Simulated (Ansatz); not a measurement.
The system is NiO2.

```xyz
6
Lattice="2.9122 0.0000 0.0000 -1.4561 2.5220 0.0000 0.0000 0.0000 10.5553" Properties=species:S:1:pos:R:3 pbc="T T T"
Ni    0.0000    0.0000    5.2776
Ni    0.0000    0.0000    0.0000
O     0.0000    1.6813    6.2179
O     0.0000    1.6813    9.6150
O     1.4561    0.8407    4.3374
O     1.4561    0.8407    0.9403
```

The cell comes from a database or a generator and needn't be the stable form of this composition.

* Program: Ansatz 0.2.0
* Task: relaxation of cell and atoms
* Functional: r2SCAN
* Potentials or basis: Ansatz PAW
* Cutoff: 500 eV (not typed: the program's choice for these potentials)
* k mesh: 10 × 10 × 3
* Occupations: fermi-dirac, width 0.05 eV
* Spin: collinear spin, ferromagnetic start
* Starting moments: [1.0, 1.0, 0.0, 0.0, 0.0, 0.0] μB

At the start: volume 12.92 Å³/atom.

Q: Where does the relaxation end?

A: It ends after 8 steps and the volume is 11.38 Å³/atom (-11.9 %); space group P6_3/mmc (No. 194, to 0.05 Å); moment 0.00 μB per cell.

The path:
| step | energy change (eV) | largest force (eV/Å) | volume (Å³) |
| --- | --- | --- | --- |
| 1 | 0.0000 | 0.9574 | 77.52 |
| 2 | -0.3795 | 0.7891 | 72.59 |
| 3 | -0.5040 | 0.1649 | 68.06 |
| 4 | -0.5107 | 0.0187 | 68.96 |
| 5 | -0.5109 | 0.0091 | 68.83 |
| 6 | -0.5111 | 0.0035 | 68.67 |
| 7 | -0.5115 | 0.0017 | 68.28 |
| 8 | -0.5031 | 0.0012 | 68.28 |

Final structure:
```
Ni O
1.0
     2.77337    0.00000    0.00000
    -1.38668    2.40181    0.00000
     0.00000    0.00000   10.25113
Ni O
2 4
Direct
  0.00000 0.00000 0.50000
  0.00000 0.00000 0.00000
  0.33333 0.66667 0.59177
  0.33333 0.66667 0.90823
  0.66667 0.33333 0.40823
  0.66667 0.33333 0.09177
```

Caveat: the magnetic or orbital state may not be the lowest; the plane-wave basis is chosen anew once the cell has moved, so the energies of steps on either side of that aren't comparable; the PAW data sets come from PBE, with cores solved anew for the run's functional, which leaves a small shift of forces and pressure; the starting moments weren't kept.
